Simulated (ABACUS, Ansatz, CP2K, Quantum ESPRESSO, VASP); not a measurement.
## NiSb: 5 runs at one level of theory

```xyz
4
Lattice="3.9280 0.0000 0.0000 -1.9640 3.4017 0.0000 0.0000 0.0000 5.1200" Properties=species:S:1:pos:R:3 pbc="T T T"
Sb    1.9640    1.1339    3.8400
Sb    0.0000    2.2678    1.2800
Ni    0.0000    0.0000    2.5600
Ni    0.0000    0.0000    0.0000
```

Alike in all runs: task single point; functional PBE; k mesh 8 × 8 × 5; occupations fermi-dirac, width 0.05 eV; collinear spin, ferromagnetic start; no spin-orbit coupling. Pressure is positive in compression and, in plane waves, holds the error of the finite cutoff.

| program and potentials | plane-wave cutoff (eV) | notes | pressure (GPa) | net moment per atom (μB) |
| --- | --- | --- | --- | --- |
| VASP, PBE PAW files Ni, Sb, 520 eV | 520 | 7.5 valence electrons an atom on average | 3.59 | 0.00 |
| ABACUS, PseudoDojo NC SR 0.4.1 PBE standard, plane waves | 1333 | 16.5 valence electrons an atom on average | 4.09 | 0.00 |
| Ansatz, all-electron LAPW, scalar-relativistic | - | - | 3.74 | 0.00 |
| Quantum ESPRESSO, SSSP 1.3 efficiency PBE | 748 | 16.5 valence electrons an atom on average | ? | ? |
| CP2K, POTENTIAL_UZH Sb GTH-PBE-q5, Ni GTH-PBE-q18; TZVP-MOLOPT-PBE-GTH basis | - | atomic basis; 11.5 valence electrons an atom on average | 6.60 | 0.00 |

Question: Estimate from the other rows what the run with Quantum ESPRESSO, SSSP 1.3 efficiency PBE gave.

Answer: Pressure 4.05 GPa; net moment per atom 0.00 μB. The other rows, which needn't bracket it: pressure 3.59 to 6.60; net moment per atom 0.00.
